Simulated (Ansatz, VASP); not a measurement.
**One calculation of BN, two programs**

INCAR

```
SYSTEM = BN
ALGO = Normal
DIPOL = 0.5 0.5 0.500
EDIFF = 1E-7
ENCUT = 520
GGA = PE
IDIPOL = 3
ISIF = 2
ISMEAR = 0
IVDW = 12
LASPH = .TRUE.
LCHARG = .TRUE.
LDIPOL = .TRUE.
LELF = .TRUE.
LREAL = .FALSE.
LVACPOTAV = .TRUE.
LVHAR = .TRUE.
LWAVE = .FALSE.
NBANDS = 11
NELM = 100
PREC = Accurate
SIGMA = 0.02
```

The input KPOINTS:

```
k-points
0
G
  12 12 1
  0 0 0
```

POSCAR

```
BN
1.0
    2.4480000000      0.0000000000      0.0000000000
   -1.2240000000      2.1200301885      0.0000000000
    0.0000000000      0.0000000000     26.0000000000
B N
1 1
Direct
    0.0000000000      0.0000000000      0.5082500000
    0.6666666667      0.3333333333      0.4917500000
```

Input for Ansatz:

```yaml
crystal:
  lattice:
    - [2.448, 0.0, 0.0]
    - [-1.224, 2.1200301885, 0.0]
    - [0.0, 0.0, 26.0]
  atoms:
    - { symbol: B, position: [0.0, 0.0, 0.50825] }
    - { symbol: "N", position: [0.6666666667, 0.3333333333, 0.49175] }
  periodic: [true, true, false]
basis:
  ecutwfc: 420
kpoints:
  mp_grid: { grid: [12, 12, 1] }
hamiltonian:
  xc: pbe
  dispersion: d3bj
scf:
  occupations: { method: gaussian, width: 0.02 }
output:
  forces: true
  stress: true
  eigenvalues: true
```

Alike in both runs: task single point; functional PBE; dispersion D3(BJ); k mesh 12 × 12 × 1; occupations gaussian, width 0.02 eV; no spin polarisation.

|  | VASP | Ansatz |
| --- | --- | --- |
| version | VASP 6.6.1 | Ansatz 0.2.0 |
| potentials or method | VASP PAW PBE potentials, release 64 (B, N) | scalar-relativistic, plane waves, PAW |
| plane-wave cutoff (eV) | 520 | 420 |
| valence electrons in the cell | 8 | 8 |

Ansatz gave:

```
gap on the k mesh at the Fermi level (eV) : 2.66
least direct gap on the mesh (eV)         : 2.66
rms of the force components (eV/Å)        : 3.563
```

Task: What did VASP give for the same quantities?

Result: gap on the k mesh at the Fermi level (eV): 2.66; least direct gap on the mesh (eV): 2.66; rms of the force components (eV/Å): 3.561.

Atom by atom the forces differ by 0.002 eV/Å (rms over components). With one functional, cell and mesh, what is left measures potentials, basis and numerics.

PBE gaps usually lie below the measured ones, often by a third to a half.
